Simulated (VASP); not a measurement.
# Al2O3 (Pbcn) in VASP: further runs, part 3 of 4

VASP 6.6.1. Earlier steps stand in the parts before.

### Step 5. Relaxation of cell and atoms, PBEsol, target pressure 113 GPa, at which the enthalpy is minimised

This run uses another cell than the first one, of 8.57 Å³/atom, 1.322 times its volume.

File INCAR:

```
ALGO = Normal
EDIFF = 1E-6
EDIFFG = -0.01
ENCUT = 600
GGA = PS
IBRION = 2
ISIF = 3
ISMEAR = 0
KPAR = 4
LASPH = T
LCHARG = F
LREAL = F
LWAVE = F
NELM = 80
NSW = 90
PREC = Accurate
PSTRESS = 1130.0
SIGMA = 0.03
```

File KPOINTS:

```
k-points
0
Gamma
  4 6 6
```

File POSCAR:

```
Al2O3
1.0
    7.0899410000      0.0000000000      0.0000000000
    0.0000000000      4.8469330000      0.0000000000
    0.0000000000      0.0000000000      4.9854040000
Al O
8 12
Direct
    0.3903950000      0.2521520000      0.0305140000
    0.6096050000      0.2521520000      0.4694860000
    0.1096050000      0.2478480000      0.5305140000
    0.8903950000      0.2478480000      0.9694860000
    0.6096050000      0.7478480000      0.9694860000
    0.3903950000      0.7478480000      0.5305140000
    0.8903950000      0.7521520000      0.4694860000
    0.1096050000      0.7521520000      0.0305140000
    0.6540020000      0.1070210000      0.1019760000
    0.3459980000      0.1070210000      0.3980240000
    0.8459980000      0.3929790000      0.6019760000
    0.1540020000      0.3929790000      0.8980240000
    0.3459980000      0.8929790000      0.8980240000
    0.6540020000      0.8929790000      0.6019760000
    0.1540020000      0.6070210000      0.3980240000
    0.8459980000      0.6070210000      0.1019760000
    0.0000000000      0.0494040000      0.2500000000
    0.5000000000      0.4505960000      0.7500000000
    0.0000000000      0.9505960000      0.7500000000
    0.5000000000      0.5494040000      0.2500000000
```

Potentials or basis: VASP PAW PBE potentials, release 64 (Al, O).

Started as:

```
cat potpaw_PBE.64/Al/POTCAR potpaw_PBE.64/O/POTCAR > POTCAR
mpirun -np 4 vasp_std > vasp.out
```

OUTCAR:

```text
EDIFF = 1E-6
   EDIFFG = -0.01
   ENCUT = 600
   GGA = PS
   IBRION = 2
   ISIF = 3
   ISMEAR = 0
   LASPH = T
   LREAL = F
   NELM = 80
   NSW = 90
   PREC = Accurate
   PSTRESS = 1130.0

 ion  position               nearest neighbor table
   1  0.390  0.252  0.031-  18 1.87  13 1.89  12 1.93  20 1.97  10 1.99   9 2.03   2 2.68   5 2.88
                             5 2.91   8 3.14   8 3.14   3 3.19   3 3.19   2 3.20
   2  0.610  0.252  0.469-  18 1.87  14 1.89  11 1.93  20 1.97   9 1.99  10 2.03   1 2.68   6 2.88
                             6 2.91   7 3.14   7 3.14   4 3.19   4 3.19   1 3.20
   3  0.110  0.248  0.531-  17 1.87  15 1.89  10 1.93  19 1.97  12 1.99  11 2.03   4 2.68   7 2.88
                             7 2.91   6 3.14   6 3.14   1 3.19   1 3.19   4 3.20
   4  0.890  0.248  0.969-  17 1.87  16 1.89   9 1.93  19 1.97  11 1.99  12 2.03   3 2.68   8 2.88
                             8 2.91   5 3.14   5 3.14   2 3.19   2 3.19   3 3.20
   5  0.610  0.748  0.969-  20 1.87   9 1.89  16 1.93  18 1.97  14 1.99  13 2.03   6 2.68   1 2.88
                             1 2.91   4 3.14   4 3.14   7 3.19   7 3.19   6 3.20
   6  0.390  0.748  0.531-  20 1.87  10 1.89  15 1.93  18 1.97  13 1.99  14 2.03   5 2.68   2 2.88
                             2 2.91   3 3.14   3 3.14   8 3.19   8 3.19   5 3.20
   7  0.890  0.752  0.469-  19 1.87  11 1.89  14 1.93  17 1.97  16 1.99  15 2.03   8 2.68   3 2.88
                             3 2.91   2 3.14   2 3.14   5 3.19   5 3.19   8 3.20
   8  0.110  0.752  0.031-  19 1.87  12 1.89  13 1.93  17 1.97  15 1.99  16 2.03   7 2.68   4 2.88
                             4 2.91   1 3.14   1 3.14   6 3.19   6 3.19   7 3.20
   9  0.654  0.107  0.102-   5 1.89   4 1.93   2 1.99   1 2.03
  10  0.346  0.107  0.398-   6 1.89   3 1.93   1 1.99   2 2.03
  11  0.846  0.393  0.602-   7 1.89   2 1.93   4 1.99   3 2.03
  12  0.154  0.393  0.898-   8 1.89   1 1.93   3 1.99   4 2.03
  13  0.346  0.893  0.898-   1 1.89   8 1.93   6 1.99   5 2.03
  14  0.654  0.893  0.602-   2 1.89   7 1.93   5 1.99   6 2.03
  15  0.154  0.607  0.398-   3 1.89   6 1.93   8 1.99   7 2.03
[... 403 lines left out ...]
 Fermi energy:         9.4970783278

 k-point     1 :       0.0000    0.0000    0.0000
  band No.  band energies     occupation
      1     -11.9830      2.00000
      2     -10.3763      2.00000
      3      -9.4308      2.00000
      4      -8.9130      2.00000
      5      -8.8093      2.00000
      6      -8.5591      2.00000
[... 1477 lines left out ...]
     58      21.2648      0.00000
     59      21.6566      0.00000

 [... further k-points ...]

[... ionic steps 4 to 16 ...]

--------------------------------------- Ionic step       17  -------------------------------------------

 number of electron      95.9999984 magnetization

------------------------ aborting loop because EDIFF is reached ----------------------------------------
[... 107 lines left out ...]
--------------------------------------- Ionic step       19  -------------------------------------------

 number of electron      95.9999985 magnetization

 Free energy of the ion-electron system (eV)
  ---------------------------------------------------
  ext. energy  EPLUGINS =         0.00000000
  ---------------------------------------------------
  free energy    TOTEN  =      -144.57715485 eV

  energy without entropy =     -144.57715485  energy(sigma->0) =     -144.57715485

 E-fermi :  10.3792     XC(G=0): -13.5036

 val. band max:       10.2335816898   @ k =   0.0000   0.0000   0.0000
 cond. band min:      19.1616043351   @ k =   0.0000   0.0000   0.0000
 fundamental gap:      8.9280226453
 Fermi energy:        10.3792409740

 k-point     1 :       0.0000    0.0000    0.0000
  band No.  band energies     occupation
      1     -11.7293      2.00000
      2      -9.8933      2.00000
      3      -9.1100      2.00000
      4      -8.5145      2.00000
      5      -8.2781      2.00000
      6      -8.1824      2.00000
[... 1530 lines left out ...]
  energy  without entropy=     -144.5771548519  energy(sigma->0) =     -144.57715485

  enthalpy is  TOTEN    =       -54.3958528110 eV   P V=       90.1813020408

 reached required accuracy - stopping structural energy minimisation
```

Run time: 25 min. Hardware: 4 MPI ranks of Intel Xeon Platinum 8488C (Sapphire Rapids), shared host; peak memory 0.59 GiB.

Results:

```
Free energy                                            : -144.5772 eV
Relaxed volume                                         : 6.39 Å³/atom
Relaxed cell                                           : a = 6.397 Å, b = 4.381 Å, c = 4.562 Å, α = 90.00°, β = 90.00°, γ = 90.00°
Space group after relaxing (to 0.05 Å)                 : Pbcn (No. 60)
Energy change on relaxing (the enthalpy is what falls) : +550.2 meV/atom
Ionic steps                                            : 19
Pressure after relaxing                                : 113.0 GPa
Largest force after relaxing                           : 0.006 eV/Å
Band gap on the k mesh                                 : 8.93 eV, direct
```

Forces in eV/Å, atoms in the order of the input:
```
Al   0.000 -0.006  0.000
Al   0.000 -0.006  0.000
Al   0.000  0.006  0.000
Al   0.000  0.006  0.000
Al   0.000  0.006  0.000
Al   0.000  0.006  0.000
Al   0.000 -0.006  0.000
Al   0.000 -0.006  0.000
O   -0.004 -0.004 -0.001
O    0.004 -0.004  0.001
O    0.004  0.004 -0.001
O   -0.004  0.004  0.001
O    0.004  0.004  0.001
O   -0.004  0.004 -0.001
O   -0.004 -0.004  0.001
O    0.004 -0.004 -0.001
O    0.000 -0.002  0.000
O    0.000  0.002  0.000
O    0.000  0.002  0.000
O    0.000 -0.002  0.000
```

Step by step:
```
step  energy change (eV)  largest force (eV/Å)  pressure (GPa)  volume (Å³)
   1              0.0000                0.0444           -5.63       171.32
   2            310.4576                9.7767         2168.59        57.27
   3              4.3776                0.6648           61.86       140.56
   4              7.2019                0.8614           85.28       134.38
   5             11.0746                1.0927          114.32       128.13
   6             10.5255                1.0619          110.34       128.91
   7             10.8816                1.0499          111.66       128.29
   8             10.6102                0.5802          110.77       128.55
   9             11.5697                0.3299          117.41       127.11
  10             11.3666                0.2555          116.07       127.40
  11             10.6250                0.1864          110.28       128.42
  12             10.7921                0.1577          111.64       128.18
  13             11.0645                0.1322          113.41       127.78
  14             10.9794                0.0487          112.87       127.90
  15             11.0510                0.0293          113.41       127.80
  16             11.0352                0.0251          113.28       127.82
  17             10.9582                0.0114          112.71       127.93
  18             10.9846                0.0112          112.90       127.89
  19             11.0035                0.0063          113.04       127.86
```

Final structure:
```yaml
crystal:
  lattice:
    - [6.39723, 0.00000, 0.00000]
    - [0.00000, 4.38111, 0.00000]
    - [0.00000, 0.00000, 4.56218]
  atoms:
    - { symbol: Al, position: [0.38677, 0.25387, 0.04003] }
    - { symbol: Al, position: [0.61323, 0.25387, 0.45997] }
    - { symbol: Al, position: [0.11323, 0.24613, 0.54003] }
    - { symbol: Al, position: [0.88677, 0.24613, 0.95997] }
    - { symbol: Al, position: [0.61323, 0.74613, 0.95997] }
    - { symbol: Al, position: [0.38677, 0.74613, 0.54003] }
    - { symbol: Al, position: [0.88677, 0.75387, 0.45997] }
    - { symbol: Al, position: [0.11323, 0.75387, 0.04003] }
    - { symbol: O, position: [0.65442, 0.10652, 0.10349] }
    - { symbol: O, position: [0.34558, 0.10652, 0.39651] }
    - { symbol: O, position: [0.84558, 0.39348, 0.60349] }
    - { symbol: O, position: [0.15442, 0.39348, 0.89651] }
    - { symbol: O, position: [0.34558, 0.89348, 0.89651] }
    - { symbol: O, position: [0.65442, 0.89348, 0.60349] }
    - { symbol: O, position: [0.15442, 0.60652, 0.39651] }
    - { symbol: O, position: [0.84558, 0.60652, 0.10349] }
    - { symbol: O, position: [0.00000, 0.05913, 0.25000] }
    - { symbol: O, position: [0.50000, 0.44087, 0.75000] }
    - { symbol: O, position: [0.00000, 0.94087, 0.75000] }
    - { symbol: O, position: [0.50000, 0.55913, 0.25000] }
```

Caveat: the cell is relaxed towards a set pressure, so the enthalpy falls and the energy may rise; the volume moved by over 15 % at a fixed basis, so the end points are rough; the PAW data sets were made with another functional, which shifts forces and pressure a little. PBEsol gaps usually lie below the measured ones, often by a third to a half.

(Part 3 of 4 ends here.)
